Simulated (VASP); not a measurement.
Input of a VASP 6.6.1 run:

File INCAR:

```
SYSTEM = Tl
ALGO = Normal ; EDIFF = 1E-7
EDIFFG = -0.005 ; ENCUT = 600
GGA = PE ; IBRION = 2
ISIF = 3 ; ISMEAR = -1
LASPH = .True. ; LCHARG = .False.
LREAL = .False. ; LWAVE = .False.
NELM = 100 ; NSW = 60
PREC = Accurate ; PSTRESS = 1200.0
SIGMA = 0.08
```

Contents of KPOINTS:

```
k-points
0
Gamma
  17 17 17
  0 0 0
```

Contents of POSCAR:

```
Tl
1.0
   -1.5831502803      1.5831502803      1.5831502803
    1.5831502803     -1.5831502803      1.5831502803
    1.5831502803      1.5831502803     -1.5831502803
Tl
1
Direct
    0.0000000000      0.0000000000      0.0000000000
```

Potentials or basis: VASP PAW PBE potentials, release 64 (Tl_d).

The run is started by

```bash
$ cat potpaw_PBE.64/Tl_d/POTCAR > POTCAR
$ mpirun -np 1 vasp_std > vasp.out
```

(1) Predict the space group after relaxing (to 0.05 Å).

(2) Predict the relaxed cell.

Answers

(1) Im-3m (No. 229).

(2) a = 2.738 Å, b = 2.738 Å, c = 2.738 Å, α = 109.47°, β = 109.47°, γ = 109.47°.
